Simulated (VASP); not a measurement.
# ZnS (R3m) in VASP: single point with r2SCAN

Aim: the single point of ZnS with r2SCAN.

Program: VASP 6.6.1. These are calculated values, not measurements. Logs are shortened: lines on timing, memory, paths and dates and some standing lists are left out, and cuts for length are marked.

**1. Starting point**

Symmetry: R3m, No. 160, trigonal system. Conventional cell: a = 3.806 Å, b = 3.806 Å, c = 28.056 Å, α = 90.00°, β = 90.00°, γ = 120.00°. Around Zn (site symmetry 3m) lie 4 S at 2.33 to 2.34 Å. Zn (site symmetry 3m) has 4 S at 2.33 Å as nearest neighbours. Zn (site symmetry 3m) is surrounded by 4 S at 2.33 to 2.34 Å. S (site symmetry 3m) has 4 Zn at 2.33 to 2.34 Å as nearest neighbours. S (site symmetry 3m) has 4 Zn at 2.33 to 2.34 Å as nearest neighbours. Around S (site symmetry 3m) lie 4 Zn at 2.33 Å.

Measurements of this composition are mostly on another form, of space group No. 216.

**2. Single point, r2SCAN**

File POSCAR:

```
ZnS
1.0
    1.9030712000      1.0987386700      9.3519478300
   -1.9030712000      1.0987386700      9.3519478300
    0.0000000000     -2.1974773400      9.3519478300
Zn S
3 3
Direct
    0.9999711400      0.9999711400      0.9999711400
    0.2222694100      0.2222694100      0.2222694100
    0.4446134400      0.4446134400      0.4446134400
    0.0832671700      0.0832671700      0.0832671700
    0.5278423000      0.5278423000      0.5278423000
    0.3053625400      0.3053625400      0.3053625400
```

File INCAR.step1:

```
PREC = Accurate
ENCUT = 520
ISMEAR = 0
SIGMA = 0.01
LREAL = False
LASPH = True
NELM = 100
NBANDS = 36
GGA = PE
ALGO = Normal
EDIFF = 1E-4
LWAVE = True
LCHARG = False
```

File INCAR.step2:

```
PREC = Accurate
ENCUT = 520
EDIFF = 1E-6
ISMEAR = 0
SIGMA = 0.01
LREAL = False
LASPH = True
NELM = 100
ALGO = Normal
ISIF = 2
LWAVE = False
LCHARG = True
METAGGA = R2SCAN
LMIXTAU = True
LELF = True
LVHAR = True
NBANDS = 36
ISTART = 1
```

File KPOINTS:

```
regular mesh
0
Gamma
  5 5 5
```

Potentials or basis: VASP PAW PBE potentials, release 64 (Zn, S).

On the command line:

```console
$ cat potpaw_PBE.64/Zn/POTCAR potpaw_PBE.64/S/POTCAR > POTCAR
$ cp INCAR.step1 INCAR
$ mpirun -np 1 vasp_std > vasp.out
$ cp INCAR.step2 INCAR
$ mpirun -np 1 vasp_std > vasp.out
```

OUTCAR:

```text
PREC = Accurate
   ENCUT = 520
   EDIFF = 1E-6
   ISMEAR = 0
   LREAL = False
   LASPH = True
   NELM = 100
   ISIF = 2
   METAGGA = R2SCAN
   ISTART = 1

 ion  position               nearest neighbor table
   1  1.000  1.000  1.000-   6 2.33   6 2.33   6 2.33   4 2.34
   2  0.222  0.222  0.222-   6 2.33   5 2.33   5 2.33   5 2.33
   3  0.445  0.445  0.445-   4 2.33   4 2.33   4 2.33   5 2.34
   4  0.083  0.083  0.083-   3 2.33   3 2.33   3 2.33   1 2.34
   5  0.528  0.528  0.528-   2 2.33   2 2.33   2 2.33   3 2.34
   6  0.305  0.305  0.305-   2 2.33   1 2.33   1 2.33   1 2.33

  LATTYP: Found a trigonal (rhomboedric) cell.
 ALAT       =     9.6066557590
 COS(alpha) =     0.9215133826

  Lattice vectors:

 A1 = (   1.9030712000,   1.0987386700,   9.3519478300)
 A2 = (  -1.9030712000,   1.0987386700,   9.3519478300)
 A3 = (   0.0000000000,  -2.1974773400,   9.3519478300)

Analysis of symmetry for initial positions (statically):
=====================================================================
 Subroutine PRICEL returns:
 Original cell was already a primitive cell.

 Routine SETGRP: Setting up the symmetry group for a
 trigonal (rhombohedral) supercell.

 Subroutine GETGRP returns: Found  6 space group operations
 (whereof  6 operations were pure point group operations)
 out of a pool of 12 trial point group operations.

The static configuration has the point symmetry C_3v.

Analysis of symmetry for dynamics (positions and initial velocities):
=====================================================================
 Subroutine PRICEL returns:
 Original cell was already a primitive cell.

 Routine SETGRP: Setting up the symmetry group for a
 trigonal (rhombohedral) supercell.

 Subroutine GETGRP returns: Found  6 space group operations
 (whereof  6 operations were pure point group operations)
 out of a pool of 12 trial point group operations.

The dynamic configuration has the point symmetry C_3v.

 Subroutine INISYM returns: Found  6 space group operations
 (whereof  6 operations are pure point group operations),
 and found     1 'primitive' translations

----------------------------------------------------------------------------------------

                                     Primitive cell

  volume of cell :     117.3283

  direct lattice vectors                    reciprocal lattice vectors
     1.903071200  1.098738670  9.351947830     0.262733207  0.151689088  0.035643199
    -1.903071200  1.098738670  9.351947830    -0.262733207  0.151689088  0.035643199
     0.000000000 -2.197477340  9.351947830     0.000000000 -0.303378176  0.035643199

  length of vectors
     9.606655759  9.606655759  9.606655759     0.305464818  0.305464818  0.305464818

  position of ions in fractional coordinates (direct lattice)
     0.999971140  0.999971140  0.999971140
     0.222269410  0.222269410  0.222269410
     0.444613440  0.444613440  0.444613440
     0.083267170  0.083267170  0.083267170
     0.527842300  0.527842300  0.527842300
     0.305362540  0.305362540  0.305362540

  ion indices of the primitive-cell ions
   primitive index   ion index
                 1           1
                 2           2
                 3           3
                 4           4
                 5           5
                 6           6

----------------------------------------------------------------------------------------

 KPOINTS: regular mesh

Automatic generation of k-mesh.
 Grid dimensions read from file:
 generate k-points for:    5    5    5

 Generating k-lattice:

  Cartesian coordinates                     Fractional coordinates (reciprocal lattice)
     0.052546641  0.030337818  0.007128640     0.200000000 -0.000000000  0.000000000
    -0.052546641  0.030337818  0.007128640    -0.000000000  0.200000000  0.000000000
     0.000000000 -0.060675635  0.007128640     0.000000000  0.000000000  0.200000000

  Length of vectors
     0.061092964  0.061092964  0.061092964

  Shift w.r.t. Gamma in fractional coordinates (k-lattice)
     0.000000000  0.000000000  0.000000000

 Subroutine IBZKPT returns following result:
 ===========================================

 Found     19 irreducible k-points:

 Following reciprocal coordinates:
            Coordinates               Weight
  0.000000  0.000000  0.000000      1.000000
  0.200000 -0.000000  0.000000      6.000000
  0.400000  0.000000  0.000000      6.000000
  0.200000  0.200000  0.000000      6.000000
  0.400000  0.200000  0.000000     12.000000
 -0.400000  0.200000 -0.000000     12.000000
[... 11 lines left out ...]
  0.400000  0.400000  0.400000      2.000000
 -0.400000  0.400000  0.400000      6.000000
   k-points           NKPTS =     19   k-points in BZ     NKDIM =     19   number of bands    NBANDS=     36
   number of dos      NEDOS =    301   number of ions     NIONS =      6
   total plane-waves  NPLWV = 373248
   dimension x,y,z NGX =    72 NGY =   72 NGZ =   72
   dimension x,y,z NGXF=   144 NGYF=  144 NGZF=  144
   ions per type =               3   3
   NGX,Y,Z   is equivalent  to a cutoff of  12.46, 12.46, 12.46 a.u.
   NGXF,Y,Z  is equivalent  to a cutoff of  24.92, 24.92, 24.92 a.u.
 SYSTEM =  unknown system
   PREC   = accura    normal or accurate (medium, high low for compatibility)
   ISTART =      1    job   : 0-new  1-cont  2-samecut
   ICHARG =      0    charge: 1-file 2-atom 10-const
   ISPIN  =      1    spin polarized calculation?
   LNONCOLLINEAR =      F non collinear calculations
   LSORBIT =      F    spin-orbit coupling
   LASPH  =      T    aspherical Exc in radial PAW
   ENCUT  =  520.0 eV  38.22 Ry    6.18 a.u.  17.86 17.86 17.86*2*pi/ulx,y,z
   NELM   =    100;   NELMIN=  2; NELMDL=  0     # of ELM steps
   EDIFF  = 0.1E-05   stopping-criterion for ELM
   LREAL  =      F    real-space projection
   EDIFFG = 0.1E-04   stopping-criterion for IOM
   NSW    =      0    number of steps for IOM
   IBRION =     -1    ionic relax: 0-MD 1-quasi-New 2-CG
   NFREE  =      0    steps in history (QN), initial steepest desc. (CG)
   ISIF   =      2    stress and relaxation
   ISYM   =      2    0-nonsym 1-usesym 2-fastsym
   POTIM  = 0.5000    time-step for ionic-motion
   TEBEG  =    0.0;   TEEND  =   0.0 temperature during run
   PSTRESS=    0.0 pullay stress
   NELECT =      54.0000    total number of electrons
   NUPDOWN=      -1.0000    fix difference up-down
   EMIN   =  10.00;   EMAX   =-10.00  energy-range for DOS
   EFERMI =   0.00;   METHOD = LEGACY
   ISMEAR =     0;   SIGMA  =   0.01  broadening in eV -4-tet -1-fermi 0-gaus
   EFERMI_NEDOS =   21; number of points for ismear=-14 and -15
   IALGO  =     38    algorithm
   IMIX   =      4    mixing-type and parameters
     AMIX     =   0.40;   BMIX     =  1.00
     AMIX_MAG =   1.60;   BMIX_MAG =  1.00
  volume/ion in A,a.u.               =      19.55       131.96
  Fermi-wavevector in a.u.,A,eV,Ry     =   1.263975  2.388566 21.737115  1.597633
  Thomas-Fermi vector in A             =   2.397304
   LORBIT       =      0    0 simple, 1 ext, 2 COOP (PROOUT), +10 PAW based schemes
   METAGGA = R2SCAN    functional components
   LHFCALC =     F    Hartree Fock is set to
   AEXX    =    0.0000 exact exchange contribution
   IVDW    =     0    specifies the selected vdW correction
   LEPSILON=     F    determine dielectric tensor
   LRPA    =     F    only Hartree local field effects (RPA)
 non-spin polarized calculation
 Gauss-broadening in eV      SIGMA  =   0.01
  energy-cutoff  :      520.00
  volume of cell :      117.33
 maximum number of plane-waves:      3172
   NGX = 35   NGY = 35   NGZ = 35

 number of electron      53.9999979 magnetization

 Free energy of the ion-electron system (eV)
  ---------------------------------------------------
  ext. energy  EPLUGINS =         0.00000000
  ---------------------------------------------------
  free energy    TOTEN  =       -56.57522880 eV

  energy without entropy =      -56.57522880  energy(sigma->0) =      -56.57522880

 E-fermi :   2.0367     XC(G=0): -10.3228

 val. band max:        1.9304389133   @ k =   0.0000   0.0000   0.0000
 cond. band min:       4.6972328121   @ k =   0.0000   0.0000   0.0000
 fundamental gap:      2.7667938989
 Fermi energy:         2.0366663523

 k-point     1 :       0.0000    0.0000    0.0000
  band No.  band energies     occupation
      1     -11.8261      2.00000
      2     -11.1420      2.00000
      3     -11.1316      2.00000
      4      -4.6128      2.00000
      5      -4.6029      2.00000
      6      -4.6029      2.00000
[... 28 lines left out ...]
     35       9.3345      0.00000
     36       9.7950      0.00000

 k-point     2 :       0.2000   -0.0000    0.0000
  band No.  band energies     occupation
      1     -11.5567      2.00000
      2     -11.0071      2.00000
      3     -10.9041      2.00000
      4      -4.6140      2.00000
      5      -4.5726      2.00000
      6      -4.5525      2.00000
[... 28 lines left out ...]
     35       9.5577      0.00000
     36      10.2040      0.00000

 k-point     3 :       0.4000    0.0000    0.0000
  band No.  band energies     occupation
      1     -11.0017      2.00000
      2     -10.6951      2.00000
      3     -10.6269      2.00000
      4      -4.6027      2.00000
      5      -4.5545      2.00000
      6      -4.4905      2.00000
[... 28 lines left out ...]
     35      10.5439      0.00000
     36      11.4729      0.00000
[... 547 lines left out ...]
 k-point    18 :       0.4000    0.4000    0.4000
  band No.  band energies     occupation
      1     -11.6880      2.00000
      2     -11.5293      2.00000
      3     -10.8746      2.00000
      4      -4.6183      2.00000
      5      -4.5976      2.00000
      6      -4.5913      2.00000
[... 28 lines left out ...]
     35       9.1484      0.00000
     36       9.1484      0.00000

 k-point    19 :      -0.4000    0.4000    0.4000
  band No.  band energies     occupation
      1     -11.3963      2.00000
      2     -11.3442      2.00000
      3     -10.7234      2.00000
      4      -4.6354      2.00000
      5      -4.6072      2.00000
      6      -4.5345      2.00000
[... 28 lines left out ...]
     35       9.6031      0.00000
     36       9.9547      0.00000

------------------------ aborting loop because EDIFF is reached ----------------------------------------

  FORCE on cell =-STRESS in cart. coord.  units (eV):
  Direction    XX          YY          ZZ          XY          YZ          ZX
  --------------------------------------------------------------------------------------
  -------------------------------------------------------------------------------------
  Total        0.1545565      0.1545565      0.0919483      0.0000000      0.0000000      0.0000000
  in kB        2.1105473      2.1105473      1.2556010      0.0000000      0.0000000      0.0000000
  external PRESSURE =       1.8255652 kB  Pullay stress =       0.0000000 kB

 VOLUME and BASIS-vectors are now :
 -----------------------------------------------------------------------------
  energy-cutoff  :      520.00
  volume of cell :      117.33
      direct lattice vectors                 reciprocal lattice vectors
     1.903071200  1.098738670  9.351947830     0.262733207  0.151689088  0.035643199
    -1.903071200  1.098738670  9.351947830    -0.262733207  0.151689088  0.035643199
     0.000000000 -2.197477340  9.351947830     0.000000000 -0.303378176  0.035643199

 POSITION                                       TOTAL-FORCE (eV/Angst)
 -----------------------------------------------------------------------------------
      0.00000      0.00000     28.05503         0.000000      0.000000     -0.000628
      0.00000      0.00000      6.23596         0.000000      0.000000     -0.000307
      0.00000      0.00000     12.47401         0.000000      0.000000     -0.007508
      0.00000      0.00000      2.33613         0.000000      0.000000     -0.000667
      0.00000      0.00000     14.80906         0.000000      0.000000     -0.000159
      0.00000      0.00000      8.56720         0.000000     -0.000000      0.009268
 -----------------------------------------------------------------------------------
    total drift:                               -0.000000      0.000000     -0.021789

  FREE ENERGIE OF THE ION-ELECTRON SYSTEM (eV)
  ---------------------------------------------------
  free  energy   TOTEN  =       -56.5752287990 eV

  energy  without entropy=      -56.5752287990  energy(sigma->0) =      -56.57522880
```

Wall time 25 min (1 thread of Intel Xeon Platinum 8488C (Sapphire Rapids), shared host); peak memory 0.8 GiB.

Results:

| Quantity | Value |
| --- | --- |
| Free energy | -56.5752 eV |
| Pressure | 0.2 GPa |
| Largest force | 0.009 eV/Å |
| Band gap on the k mesh | 2.77 eV, direct |

Forces on the atoms (eV/Å):
```
Zn   0.000  0.000 -0.001
Zn   0.000  0.000  0.000
Zn   0.000  0.000 -0.008
S    0.000  0.000 -0.001
S    0.000  0.000  0.000
S    0.000  0.000  0.009
```

Levels at points of the mesh, in eV from the valence-band top:
| k point | band 25 | band 26 | band 27 | band 28 | band 29 | band 30 |
| --- | --- | --- | --- | --- | --- | --- |
| (0.00, 0.00, 0.00) | -0.06 | 0.00 | 0.00 | 2.77 | 3.85 | 4.00 |

Caveat: the PAW data sets were made with another functional, which shifts forces and pressure a little; an odd mesh through Γ misses points on the zone boundary, where band edges often lie. r2SCAN opens gaps a little over a GGA but as a rule still falls short of measured ones.
